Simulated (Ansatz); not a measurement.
**One structure type (Fm-3m), one member withheld**

Method: Ansatz 0.2.0, DFT, PBE, all-electron LAPW, scalar-relativistic.

All cells have space group Fm-3m and are held fixed (conventional cell and sites). Prototypes and MP cells are computed structures that needn't be known or stable phases of these compounds. Gaps are the smallest over the k mesh and a high-symmetry path; Bader charges come from PAW runs of the same cells. Semilocal functionals give too small gaps and can close them; gaps under 0.4 eV may also close off the mesh.

Ca: a = 5.59 Å, b = 5.59 Å, c = 5.59 Å; Ca 4a (0.000 0.000 0.000); 11×11×11 mesh, smearing 0.05 eV, COD 9011033, measured
Pd: a = 3.89 Å, b = 3.89 Å, c = 3.89 Å; Pd 4a (0.000 0.000 0.000); 18×18×18 mesh, smearing 0.05 eV, COD 9008478, reported
Al: a = 4.05 Å, b = 4.05 Å, c = 4.05 Å; Al 4a (0.000 0.000 0.000); 14×14×14 mesh, smearing 0.05 eV, COD 4313206, reported
Nb: a = 4.23 Å, b = 4.23 Å, c = 4.23 Å; Nb 4a (0.000 0.000 0.000); 13×13×13 mesh, smearing 0.08 eV, COD 1534903, reported
Ga: a = 4.23 Å, b = 4.23 Å, c = 4.23 Å; Ga 4a (0.000 0.000 0.000); 17×17×17 mesh, smearing 0.05 eV, fcc type, relaxed by us
Zr: a = 4.51 Å, b = 4.51 Å, c = 4.51 Å; Zr 4a (0.000 0.000 0.000); 16×16×16 mesh, smearing 0.05 eV, COD 1534901, reported

```csv
compound,P (GPa),gap (eV)
Pd,7.5,none
Al,-0.6,none
Nb,-1.1,none
Ga,0.0,none
Zr,1.1,none
```

(1) Predict the row of Ca (no spin polarisation).

## Answers

(1) P (GPa): -0.6, gap (eV): none.
